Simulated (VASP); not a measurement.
Input of a VASP 6.6.1 run:

File POSCAR:

```
AlN
1.0
    0.0000000000      2.0345180000      2.0345180000
    2.0345180000      0.0000000000      2.0345180000
    2.0345180000      2.0345180000      0.0000000000
Al N
1 1
Direct
    0.5000000000      0.5000000000      0.5000000000
    0.0000000000      0.0000000000      0.0000000000
```

INCAR.step1

```
  PREC = Accurate
  ENCUT = 450
  EDIFF = 1E-8
  ISMEAR = 0
  SIGMA = 0.01
  LREAL = False
  LASPH = True
  NELM = 60
  ALGO = Normal
  LWAVE = True
  LCHARG = False
  GGA = PE
```

The input INCAR.step2:

```
  PREC = Accurate
  ENCUT = 450
  EDIFF = 1E-8
  ISMEAR = 0
  SIGMA = 0.01
  LREAL = False
  LASPH = True
  NELM = 1
  ALGO = Exact
  LWAVE = True
  LCHARG = False
  GGA = PE
  NBANDS = 20
  LOPTICS = True
  ISTART = 1
```

File INCAR.step3:

```
  PREC = Accurate
  ENCUT = 450
  EDIFF = 1E-8
  ISMEAR = 0
  SIGMA = 0.01
  LREAL = False
  LASPH = True
  ALGO = EVGW0
  LWAVE = False
  LCHARG = False
  GGA = PE
  NELMGW = 1
  NBANDS = 20
  ENCUTGW = 180
  NOMEGA = 50
  PRECFOCK = Fast
  ISTART = 1
  NBANDSGW = 12
```

Contents of KPOINTS:

```
Automatic mesh
0
Gamma
  6 6 6
```

Potentials or basis: VASP PAW PBE potentials, release 64 (Al_GW, N_GW).

Launch:

```sh
$ cat potpaw_PBE.64/Al_GW/POTCAR potpaw_PBE.64/N_GW/POTCAR > POTCAR
$ cp INCAR.step1 INCAR
$ mpirun -np 1 vasp_std > vasp.out
$ cp INCAR.step2 INCAR
$ mpirun -np 1 vasp_std > vasp.out
$ cp INCAR.step3 INCAR
$ mpirun -np 1 vasp_std > vasp.out
```

(1) Estimate the quasiparticle gap.

(2) Estimate the least direct quasiparticle gap.

(3) What does it give for the band gap on the k mesh, mean-field level?

Results:

(1) 5.83 eV.

(2) 7.04 eV.

(3) 4.42 eV, indirect (least direct gap 5.40 eV).

Caveat: the k mesh is coarse (spacing up to 0.45 Å⁻¹), so the values aren't converged; bands, screening cutoff and mesh are small and nothing is extrapolated, so the quasiparticle values aren't converged.
